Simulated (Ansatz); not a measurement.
# SnSe: a line through an energy map

How does the energy of SnSe (Fm-3m, No. 225; 8 atoms in the cell) vary with slide along a1 + 0 a2 (4.222 Å), at opening across the cut = 0.7 Å?

Computed with Ansatz 0.2.0 (DFT PBE+D3(BJ), scalar-relativistic, plane waves, PAW, unless a step's input says otherwise).

17 further runs of the same task are left out: 17 set aside as unsound or not needed.

## Step 1: The starting structure

The structure is cubic, space group Fm-3m (No. 225). Conventional cell: a = 5.972 Å, b = 5.972 Å, c = 5.972 Å, α = 90.00°, β = 90.00°, γ = 90.00°. Sn (site symmetry m-3m) has 6 Se at 2.99 Å as nearest neighbours. Se (site symmetry m-3m) is surrounded by 6 Sn at 2.99 Å.

Structure file:

```
CELL_PARAMETERS angstrom
4.22244 0.00000 0.00000
0.00000 4.22244 0.00000
0.00000 0.00000 5.97233
ATOMIC_POSITIONS crystal
Sn 0.50000 0.00000 0.25001
Sn 0.00000 0.50000 0.74999
Se 0.50000 0.00000 0.74999
Se 0.00000 0.50000 0.25001
```

It goes back to an entry of the Materials Project, which need not be the stable form.

It is the result of an earlier relaxation at this level (volume 26.62 Å³/atom; gap on the mesh: 0.40 eV).

## Step 2: The scan

Rigid slide and opening across a plane, one cut a cell; the plane is (0 0 1) of the conventional cell, and the faces at the cut hold Se/Sn and Se/Sn.

The axes are (1) slide along a1 + 0 a2 (4.222 Å): 12 values from 0.000 to 0.917, periodic; (2) opening across the cut: 7 values from −0.3 to 3.2 Å.

Nothing else is relaxed (rigid halves). Energies count from the perfect crystal. Points are written as (first, second).

## Step 3: The run at (0.167, 0.7 Å)

The input, input.yaml:

```yaml
crystal:
  lattice:
    - [-4.2224378122, 0.0, 0.0]
    - [0.0, -4.2224378122, 0.0]
    - [-0.7037396354, 0.0, 12.6446532111]
  atoms:
    - { symbol: Sn, position: [0.3622399077, 0.0, 0.8265605537] }
    - { symbol: Sn, position: [0.4409599604, 0.0, 0.3542402373] }
    - { symbol: Sn, position: [-0.0196800132, 0.5, 0.1180800791] }
    - { symbol: Sn, position: [-0.0984000659, 0.5, 0.5904003955] }
    - { symbol: Se, position: [0.4803199868, 0.0, 0.1180800791] }
    - { symbol: Se, position: [0.4015999341, 0.0, 0.5904003955] }
    - { symbol: Se, position: [0.8622399077, 0.5, 0.8265605537] }
    - { symbol: Se, position: [0.9409599604, 0.5, 0.3542402373] }
basis:
  ecutwfc: 340.0
kpoints:
  mp_grid: { grid: [8, 8, 3] }
hamiltonian:
  xc: pbe
  dispersion: d3bj
scf:
  occupations: { method: gaussian, width: 0.03 }
output:
  forces: true
  stress: true
  eigenvalues: true
```

Started as:

```bash
> ansatz run input.yaml --threads 2 --pin off --max-ram 4096MiB --backend cpu --events-out ev --progress --plain --runs-dir out
```

Standard output, shortened:

```text
Warning: basis.ecutwfc = 340 eV is below the records' recommended 420 eV, and the density's cutoff is lower with it unless basis.ecutrho_ratio is high enough to keep the records' density cutoff: compare with a run at a higher cutoff
Warning: RAYON_NUM_THREADS=2 ignored (pool sized by the plan → 2); use --threads N
[...]
Pseudopotentials: kind: paw
Pseudopotential: Sn, paw, valence charge 14, recommended cutoff 420 eV (normal), Sn.paw.azcp
Pseudopotential: Se, paw, valence charge 16, recommended cutoff 420 eV (normal), Se.paw.azcp
Functional definition: PBE
[...]
Crystal: 8 atoms, lattice volume = 225.441 Å³
Basis set: ecut = 340 eV, 3209 PW (Γ), exchange–correlation on 54×54×160 points (8 copies of the dense FFT grid, shifted against one another)
Bands: 72, of which v1, the nominal top of the filled ones, is band 60 counted from 1 (59 counted from 0)
Symmetry: 4 space group operations
Space group: P21/m (ITA 11), of the structure as read, at distance tolerance 6.1e-5 Å
k-points: 65 of 192
[...]
SCF iter   1: F=—  HF=-45979.092459 eV  |F-HF|=—  |Δ(HF+E_count)|=         —  Δρ=1.17e-3  dr2=2.59e-2  ethr=1.77e-3  ⟨swp⟩=6.3  Hψ=17219  notcnv=0  defer=12
[...]
SCF iter   9: F=-45979.087005 eV  HF=-45979.087005 eV  |F-HF|=2.36e-9  |Δ(HF+E_count)|=   2.92e-8  Δρ=1.67e-6  dr2=6.28e-9  ethr=8.33e-11  ⟨swp⟩=4.4  Hψ=14526  notcnv=0
[...]
SCF converged after 9 iterations
Free energy (F): -45979.087005 eV
[...]
E sigma→0 (E₀):  -45979.087005 eV
Fermi energy:    8.870041 eV
[...]
--- Forces (eV/Å), atoms counted from 1 ---
  atom   1  Sn    -0.06355387     0.00000000    -0.00305310
  atom   2  Sn     0.00056006    -0.00000000    -0.36134577
  atom   3  Sn     0.06355387    -0.00000000     0.00305310
  atom   4  Sn    -0.00056006     0.00000000     0.36134577
  atom   5  Se     0.02385375     0.00000000     0.02952285
  atom   6  Se    -0.00455095     0.00000000     0.32700401
  atom   7  Se    -0.02385375    -0.00000000    -0.02952285
  atom   8  Se     0.00455095    -0.00000000    -0.32700401
[...]
--- Stress (GPa, compression-positive) ---
       -0.251758      -0.000000       0.318325
       -0.000000      -0.146380       0.000000
        0.318325       0.000000      -3.006622
  P = ⅓ Tr σ = -1.1349 GPa (-11.349 kbar)
--- Band table (eV; the first three rows and the last of 65) ---
[...]
```

Run time: 24 s. Hardware: 2 threads of Arm Neoverse V2, shared host; peak memory 0.81 GiB.

Energy on the map's scale: 328 mJ/m².

## Step 4: The run at (0.250, 0.7 Å)

The input, input.yaml:

```yaml
crystal:
  lattice:
    - [-4.2224378122, 0.0, 0.0]
    - [0.0, -4.2224378122, 0.0]
    - [-1.055609453, 0.0, 12.6446532111]
  atoms:
    - { symbol: Sn, position: [0.2933598616, 0.0, 0.8265605537] }
    - { symbol: Sn, position: [0.4114399407, 0.0, 0.3542402373] }
    - { symbol: Sn, position: [-0.0295200198, 0.5, 0.1180800791] }
    - { symbol: Sn, position: [-0.1476000989, 0.5, 0.5904003955] }
    - { symbol: Se, position: [0.4704799802, 0.0, 0.1180800791] }
    - { symbol: Se, position: [0.3523999011, 0.0, 0.5904003955] }
    - { symbol: Se, position: [0.7933598616, 0.5, 0.8265605537] }
    - { symbol: Se, position: [0.9114399407, 0.5, 0.3542402373] }
basis:
  ecutwfc: 340.0
kpoints:
  mp_grid: { grid: [8, 8, 3] }
hamiltonian:
  xc: pbe
  dispersion: d3bj
scf:
  occupations: { method: gaussian, width: 0.03 }
output:
  forces: true
  stress: true
  eigenvalues: true
```

Started as:

```bash
> ansatz run input.yaml --threads 2 --pin off --max-ram 4096MiB --backend cpu --events-out ev --progress --plain --runs-dir out
```

Standard output, shortened:

```text
Warning: basis.ecutwfc = 340 eV is below the records' recommended 420 eV, and the density's cutoff is lower with it unless basis.ecutrho_ratio is high enough to keep the records' density cutoff: compare with a run at a higher cutoff
Warning: RAYON_NUM_THREADS=2 ignored (pool sized by the plan → 2); use --threads N
[...]
[... 4 set-up lines as earlier in the session ...]
[...]
Crystal: 8 atoms, lattice volume = 225.441 Å³
Basis set: ecut = 340 eV, 3203 PW (Γ), exchange–correlation on 54×54×160 points (8 copies of the dense FFT grid, shifted against one another)
Bands: 72, of which v1, the nominal top of the filled ones, is band 60 counted from 1 (59 counted from 0)
[... 2 set-up lines as earlier in the session ...]
k-points: 65 of 192
[...]
SCF iter   8: F=-45979.050907 eV  HF=-45979.050907 eV  |F-HF|=8.07e-8  |Δ(HF+E_count)|=   4.63e-7  Δρ=5.96e-6  dr2=8.44e-8  ethr=8.33e-11  ⟨swp⟩=9.4  Hψ=21616  notcnv=0
[...]
SCF converged after 8 iterations
Free energy (F): -45979.050907 eV
[...]
E sigma→0 (E₀):  -45979.050907 eV
Fermi energy:    8.865994 eV
[...]
--- Forces (eV/Å), atoms counted from 1 ---
  atom   1  Sn    -0.07378026     0.00000000    -0.03919453
  atom   2  Sn     0.00033448     0.00000000    -0.39407562
  atom   3  Sn     0.07378026     0.00000000     0.03919453
  atom   4  Sn    -0.00033448     0.00000000     0.39407562
  atom   5  Se     0.01616745     0.00000000     0.09566869
  atom   6  Se    -0.00468335     0.00000000     0.35132902
  atom   7  Se    -0.01616745     0.00000000    -0.09566869
  atom   8  Se     0.00468335     0.00000000    -0.35132902
[...]
--- Stress (GPa, compression-positive) ---
       -0.350397      -0.000000       0.325834
       -0.000000      -0.173516       0.000000
        0.325834       0.000000      -2.999236
  P = ⅓ Tr σ = -1.1744 GPa (-11.744 kbar)
--- Band table (eV; the first three rows and the last of 65) ---
[...]
```

It took 20 s on 2 threads of Arm Neoverse V2, shared host; peak memory 0.81 GiB.

That is 360 mJ/m² from the zero.

## Step 5: Grid point (0.333, 0.7 Å)

The input, input.yaml:

```yaml
crystal:
  lattice:
    - [-4.2224378122, 0.0, 0.0]
    - [0.0, -4.2224378122, 0.0]
    - [-1.4074792707, 0.0, 12.6446532111]
  atoms:
    - { symbol: Sn, position: [0.2244798154, 0.0, 0.8265605537] }
    - { symbol: Sn, position: [0.3819199209, 0.0, 0.3542402373] }
    - { symbol: Sn, position: [-0.0393600264, 0.5, 0.1180800791] }
    - { symbol: Sn, position: [-0.1968001318, 0.5, 0.5904003955] }
    - { symbol: Se, position: [0.4606399736, 0.0, 0.1180800791] }
    - { symbol: Se, position: [0.3031998682, 0.0, 0.5904003955] }
    - { symbol: Se, position: [0.7244798154, 0.5, 0.8265605537] }
    - { symbol: Se, position: [0.8819199209, 0.5, 0.3542402373] }
basis:
  ecutwfc: 340.0
kpoints:
  mp_grid: { grid: [8, 8, 3] }
hamiltonian:
  xc: pbe
  dispersion: d3bj
scf:
  occupations: { method: gaussian, width: 0.03 }
output:
  forces: true
  stress: true
  eigenvalues: true
```

Started as:

```bash
> ansatz run input.yaml --threads 2 --pin off --max-ram 4096MiB --backend cpu --events-out ev --progress --plain --runs-dir out
```

Standard output, shortened:

```text
Warning: basis.ecutwfc = 340 eV is below the records' recommended 420 eV, and the density's cutoff is lower with it unless basis.ecutrho_ratio is high enough to keep the records' density cutoff: compare with a run at a higher cutoff
Warning: RAYON_NUM_THREADS=2 ignored (pool sized by the plan → 2); use --threads N
[...]
[... 4 set-up lines as earlier in the session ...]
[...]
Crystal: 8 atoms, lattice volume = 225.441 Å³
Basis set: ecut = 340 eV, 3203 PW (Γ), exchange–correlation on 54×54×160 points (8 copies of the dense FFT grid, shifted against one another)
Bands: 72, of which v1, the nominal top of the filled ones, is band 60 counted from 1 (59 counted from 0)
[... 2 set-up lines as earlier in the session ...]
k-points: 65 of 192
[...]
SCF iter   8: F=-45979.018882 eV  HF=-45979.018882 eV  |F-HF|=5.23e-8  |Δ(HF+E_count)|=   4.86e-7  Δρ=4.82e-6  dr2=5.77e-8  ethr=8.33e-11  ⟨swp⟩=9.4  Hψ=21637  notcnv=0
[...]
SCF converged after 8 iterations
Free energy (F): -45979.018882 eV
[...]
E sigma→0 (E₀):  -45979.018882 eV
Fermi energy:    8.865104 eV
[...]
--- Forces (eV/Å), atoms counted from 1 ---
  atom   1  Sn    -0.06371967    -0.00000000    -0.06636675
  atom   2  Sn     0.00027017    -0.00000000    -0.42577967
  atom   3  Sn     0.06371967     0.00000000     0.06636675
  atom   4  Sn    -0.00027017     0.00000000     0.42577967
  atom   5  Se     0.00565679     0.00000000     0.15713830
  atom   6  Se    -0.00310448     0.00000000     0.37344328
  atom   7  Se    -0.00565679    -0.00000000    -0.15713830
  atom   8  Se     0.00310448    -0.00000000    -0.37344328
[...]
--- Stress (GPa, compression-positive) ---
       -0.433343      -0.000000       0.250974
       -0.000000      -0.214086       0.000000
        0.250974       0.000000      -3.016393
  P = ⅓ Tr σ = -1.2213 GPa (-12.213 kbar)
--- Band table (eV; the first three rows and the last of 65) ---
[...]
```

It took 22 s on 2 threads of Arm Neoverse V2, shared host; peak memory 0.81 GiB.

That is 389 mJ/m² from the zero.

## Step 6: The run at (0.417, 0.7 Å)

The input, input.yaml:

```yaml
crystal:
  lattice:
    - [-4.2224378122, 0.0, 0.0]
    - [0.0, -4.2224378122, 0.0]
    - [-1.7593490884, 0.0, 12.6446532111]
  atoms:
    - { symbol: Sn, position: [0.1555997693, 0.0, 0.8265605537] }
    - { symbol: Sn, position: [0.3523999011, 0.0, 0.3542402373] }
    - { symbol: Sn, position: [-0.049200033, 0.5, 0.1180800791] }
    - { symbol: Sn, position: [-0.2460001648, 0.5, 0.5904003955] }
    - { symbol: Se, position: [0.450799967, 0.0, 0.1180800791] }
    - { symbol: Se, position: [0.2539998352, 0.0, 0.5904003955] }
    - { symbol: Se, position: [0.6555997693, 0.5, 0.8265605537] }
    - { symbol: Se, position: [0.8523999011, 0.5, 0.3542402373] }
basis:
  ecutwfc: 340.0
kpoints:
  mp_grid: { grid: [8, 8, 3] }
hamiltonian:
  xc: pbe
  dispersion: d3bj
scf:
  occupations: { method: gaussian, width: 0.03 }
output:
  forces: true
  stress: true
  eigenvalues: true
```

Started as:

```bash
> ansatz run input.yaml --threads 2 --pin off --max-ram 4096MiB --backend cpu --events-out ev --progress --plain --runs-dir out
```

Standard output, shortened:

```text
Warning: basis.ecutwfc = 340 eV is below the records' recommended 420 eV, and the density's cutoff is lower with it unless basis.ecutrho_ratio is high enough to keep the records' density cutoff: compare with a run at a higher cutoff
Warning: RAYON_NUM_THREADS=2 ignored (pool sized by the plan → 2); use --threads N
[...]
[... 4 set-up lines as earlier in the session ...]
[...]
Crystal: 8 atoms, lattice volume = 225.441 Å³
Basis set: ecut = 340 eV, 3197 PW (Γ), exchange–correlation on 54×54×160 points (8 copies of the dense FFT grid, shifted against one another)
Bands: 72, of which v1, the nominal top of the filled ones, is band 60 counted from 1 (59 counted from 0)
[... 2 set-up lines as earlier in the session ...]
k-points: 65 of 192
[...]
SCF iter   8: F=-45978.997506 eV  HF=-45978.997506 eV  |F-HF|=4.11e-8  |Δ(HF+E_count)|=   4.91e-7  Δρ=4.25e-6  dr2=4.62e-8  ethr=8.33e-11  ⟨swp⟩=9.1  Hψ=20976  notcnv=0
[...]
SCF converged after 8 iterations
Free energy (F): -45978.997506 eV
[...]
E sigma→0 (E₀):  -45978.997506 eV
Fermi energy:    8.861882 eV
[...]
--- Forces (eV/Å), atoms counted from 1 ---
  atom   1  Sn    -0.03657806    -0.00000000    -0.08209895
  atom   2  Sn     0.00034921    -0.00000000    -0.44853696
  atom   3  Sn     0.03657806     0.00000000     0.08209895
  atom   4  Sn    -0.00034921     0.00000000     0.44853696
  atom   5  Se     0.00104696     0.00000000     0.19895203
  atom   6  Se    -0.00104720     0.00000000     0.38914097
  atom   7  Se    -0.00104696    -0.00000000    -0.19895203
  atom   8  Se     0.00104720    -0.00000000    -0.38914097
[...]
--- Stress (GPa, compression-positive) ---
       -0.486516      -0.000000       0.139292
       -0.000000      -0.250460       0.000000
        0.139292       0.000000      -3.040074
  P = ⅓ Tr σ = -1.2590 GPa (-12.590 kbar)
--- Band table (eV; the first three rows and the last of 65) ---
[...]
```

It took 20 s on 2 threads of Arm Neoverse V2, shared host; peak memory 0.81 GiB.

Energy on the map's scale: 408 mJ/m².

## Step 7: Grid point (0.500, 0.7 Å)

The input, input.yaml:

```yaml
crystal:
  lattice:
    - [-4.2224378122, 0.0, 0.0]
    - [0.0, -4.2224378122, 0.0]
    - [-2.1112189061, 0.0, 12.6446532111]
  atoms:
    - { symbol: Sn, position: [0.0867197231, 0.0, 0.8265605537] }
    - { symbol: Sn, position: [0.3228798813, 0.0, 0.3542402373] }
    - { symbol: Sn, position: [-0.0590400396, 0.5, 0.1180800791] }
    - { symbol: Sn, position: [-0.2952001978, 0.5, 0.5904003955] }
    - { symbol: Se, position: [0.4409599604, 0.0, 0.1180800791] }
    - { symbol: Se, position: [0.2047998022, 0.0, 0.5904003955] }
    - { symbol: Se, position: [0.5867197231, 0.5, 0.8265605537] }
    - { symbol: Se, position: [0.8228798813, 0.5, 0.3542402373] }
basis:
  ecutwfc: 340.0
kpoints:
  mp_grid: { grid: [8, 8, 3] }
hamiltonian:
  xc: pbe
  dispersion: d3bj
scf:
  occupations: { method: gaussian, width: 0.03 }
output:
  forces: true
  stress: true
  eigenvalues: true
```

Started as:

```bash
> ansatz run input.yaml --threads 2 --pin off --max-ram 4096MiB --backend cpu --events-out ev --progress --plain --runs-dir out
```

Standard output, shortened:

```text
Warning: basis.ecutwfc = 340 eV is below the records' recommended 420 eV, and the density's cutoff is lower with it unless basis.ecutrho_ratio is high enough to keep the records' density cutoff: compare with a run at a higher cutoff
Warning: crystal.symmetry: narrowed to the stabiliser of the k-point mesh — unitary ops 8 → 4; excluded 4 operations that carry a point of the 8×8×3 mesh (shift [0, 0, 0]) off the mesh (the run samples exactly the mesh kpoints.mp_grid names, as under crystal.symmetry.detect: false, and [...]
Warning: RAYON_NUM_THREADS=2 ignored (pool sized by the plan → 2); use --threads N
[...]
[... 4 set-up lines as earlier in the session ...]
[...]
Crystal: 8 atoms, lattice volume = 225.441 Å³
Basis set: ecut = 340 eV, 3205 PW (Γ), exchange–correlation on 54×54×160 points (8 copies of the dense FFT grid, shifted against one another)
Bands: 72, of which v1, the nominal top of the filled ones, is band 60 counted from 1 (59 counted from 0)
[... 1 set-up line as earlier in the session ...]
k-points: 65 of 192
[...]
SCF iter   1: F=—  HF=-45978.995967 eV  |F-HF|=—  |Δ(HF+E_count)|=         —  Δρ=1.46e-3  dr2=3.17e-2  ethr=1.77e-3  ⟨swp⟩=6.3  Hψ=17259  notcnv=0  defer=4
[...]
SCF iter   8: F=-45978.989390 eV  HF=-45978.989390 eV  |F-HF|=4.02e-8  |Δ(HF+E_count)|=   4.80e-7  Δρ=4.12e-6  dr2=4.33e-8  ethr=8.33e-11  ⟨swp⟩=9.2  Hψ=20807  notcnv=0
[...]
SCF converged after 8 iterations
Free energy (F): -45978.989390 eV
[...]
E sigma→0 (E₀):  -45978.989390 eV
Fermi energy:    8.834146 eV
[...]
--- Forces (eV/Å), atoms counted from 1 ---
  atom   1  Sn    -0.00032151     0.00000000    -0.08845324
  atom   2  Sn     0.00030225     0.00000000    -0.45706081
  atom   3  Sn     0.00032151     0.00000000     0.08845324
  atom   4  Sn    -0.00030225     0.00000000     0.45706081
  atom   5  Se     0.00173858     0.00000000     0.21389192
  atom   6  Se     0.00062969     0.00000000     0.39600342
  atom   7  Se    -0.00173858     0.00000000    -0.21389192
  atom   8  Se    -0.00062969     0.00000000    -0.39600342
[...]
--- Stress (GPa, compression-positive) ---
       -0.504847      -0.000000       0.012776
       -0.000000      -0.262277      -0.000000
        0.012776      -0.000000      -3.045313
  P = ⅓ Tr σ = -1.2708 GPa (-12.708 kbar)
--- Band table (eV; the first three rows and the last of 65) ---
[...]
```

It took 20 s on 2 threads of Arm Neoverse V2, shared host; peak memory 0.81 GiB.

On the map this point reads 415 mJ/m².

## Step 8: Results

```
slide along a1 + 0 a2 (4.222 Å)  step  energy (mJ/m²)  slope (mJ/m² per unit fraction)  pressure (GPa)  band gap on the k-mesh (eV)  largest force on an atom (eV/Å)
                          0.000     –             291                                0          −1.105                         0.47                            0.328
                          0.083     –             301                              234          −1.112                         0.40                            0.337
                          0.167     3             328                              374          −1.135                         0.29                            0.361
                          0.250     4             360                              384          −1.174                         0.23                            0.394
                          0.333     5             389                              295          −1.221                         0.21                            0.426
                          0.417     6             408                              161          −1.259                         0.23                            0.449
                          0.500     7             415                               11          −1.271                         0.22                            0.457
                          0.583     –             408                             −161          −1.259                         0.23                            0.449
                          0.667     –             389                             −295          −1.221                         0.21                            0.426
                          0.750     –             360                             −384          −1.174                         0.23                            0.394
                          0.833     –             328                             −374          −1.135                         0.29                            0.361
                          0.917     –             301                             −234          −1.112                         0.40                            0.337
```

Energies count from the perfect crystal. Rows without a step come from runs not printed here or follow by symmetry. Slopes come from the forces (and the stress, where the cell changes), not from differences of energies.

What this shows: Along the line the energy is lowest at 0.000, 291 mJ/m² from the zero. The highest point computed, at 0.500, lies 124 mJ/m² above the lowest. This is one cut through a surface in two coordinates; the map's lowest point lies off it. The cutoff or the k-mesh is coarse on purpose, so the map is rough. With the other coordinates free, the energies away from the reference would be the same or lower. The settings are coarse, so take the values as rough.

These are semilocal Kohn-Sham gaps, which aren't the measured quantity. Such gaps usually fall short of the measured ones.
